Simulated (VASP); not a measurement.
Pb, 1 atom in the cell. The structure is cubic, space group Fm-3m (No. 225). Conventional cell: a = 5.040 Å, b = 5.040 Å, c = 5.040 Å, α = 90.00°, β = 90.00°, γ = 90.00°. Pb (site symmetry m-3m) has 12 Pb at 3.56 Å as nearest neighbours. 

* Program: VASP 6.6.1
* Task: relaxation of cell and atoms
* Functional: PBE
* Potentials or basis: VASP PAW PBE potentials, release 64 (Pb_d)
* Cutoff: 600 eV
* k mesh: 14 × 14 × 14
* Occupations: methfessel-paxton, width 0.1 eV
* Spin: no spin polarisation
* Further INCAR settings: ALGO = Normal; EDIFF = 1e-07; IBRION = 2; EDIFFG = -0.005; NSW = 90; ISIF = 3

Potentials or basis: VASP PAW PBE potentials, release 64 (Pb_d).

Command:

```bash
$ cat potpaw_PBE.64/Pb_d/POTCAR > POTCAR
$ mpirun -np 2 vasp_std > vasp.out
```

Hardware: 2 MPI ranks on Intel(R) Xeon(R) Platinum 8488C (Sapphire Rapids), on a shared host.

**Question.** Estimate the wall time of this run.

**Answer.** It took 28 s on 2 MPI ranks on Intel(R) Xeon(R) Platinum 8488C (Sapphire Rapids), with other jobs on the host, peak memory 0.17 GiB a rank. Counts: scf iterations 17, k points 104, ion steps 2.
